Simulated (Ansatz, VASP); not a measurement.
This is a calculation of Si2Ni for VASP 6.6.1.

INCAR

```
SYSTEM = Si2Ni
PREC = Accurate
ENCUT = 520
EDIFF = 1E-6
ISMEAR = -1
SIGMA = 0.05
LREAL = .False.
LASPH = .True.
NELM = 150
ALGO = Normal
ISIF = 2
LWAVE = .False.
LCHARG = .True.
ISPIN = 2
MAGMOM = 1 0 0
LORBIT = 11
LMAXMIX = 4
GGA = CA
LELF = .True.
LVHAR = .True.
NBANDS = 20
```

KPOINTS

```
Automatic mesh
0
Gamma
  9 9 9
  0 0 0
```

The input POSCAR:

```
Si2Ni
1.0
    0.0000000000      2.7560134590      2.7560134590
    2.7560134590      0.0000000000      2.7560134590
    2.7560134590      2.7560134590      0.0000000000
Ni Si
1 2
Direct
    0.0000000000      0.0000000000      0.0000000000
    0.7500000000      0.7500000000      0.7500000000
    0.2500000000      0.2500000000      0.2500000000
```

Potentials or basis: VASP PAW LDA potentials, release 64 (Ni, Si).

The run is started by

```sh
$ cat potpaw_LDA.64/Ni/POTCAR potpaw_LDA.64/Si/POTCAR > POTCAR
$ mpirun -np 1 vasp_std > vasp.out
```

Question: Translate it to Ansatz 0.2.0. Potentials there: all-electron LAPW, scalar-relativistic.

Answer: As run (the cutoff follows the program's own potentials):

input.yaml

```yaml
crystal:
  lattice:
    - [0.0, 2.756013459, 2.756013459]
    - [2.756013459, 0.0, 2.756013459]
    - [2.756013459, 2.756013459, 0.0]
  atoms:
    - { symbol: Ni, position: [0.0, 0.0, 0.0], spin: 1.0 }
    - { symbol: Si, position: [0.75, 0.75, 0.75] }
    - { symbol: Si, position: [0.25, 0.25, 0.25] }
kpoints:
  mp_grid: { grid: [9, 9, 9] }
scf:
  occupations: { method: fermi_dirac, width: 0.05 }
hamiltonian:
  xc: lda
  pseudopotentials: { kind: all_electron, lapw: { basis_error: 0.002 } }
magnetization:
  spin_polarized: true
output:
  forces: true
  stress: true
  eigenvalues: true
```

Potentials or basis: all-electron LAPW, scalar-relativistic.

The run is started by

```console
$ ansatz run input.yaml --threads 4 --pin off --max-ram 12288MiB --backend cpu --events-out ev --progress --plain --runs-dir out
```

Both were run:

|  | VASP | Ansatz | Ansatz less VASP |
| --- | --- | --- | --- |
| gap on the k mesh at the Fermi level (eV) | none | none | - |
| pressure (GPa) | -11.6 | -11.9 | -0.23 |
| net moment per atom (μB) | 0.00 | 0.00 | 0.000 |

A gap of «none» marks a metal or a gap that the smearing closes. Ansatz ran all-electron here, so the differences hold the error of VASP's frozen core and of both bases.

Caveats: the starting moments weren't kept (Ansatz).
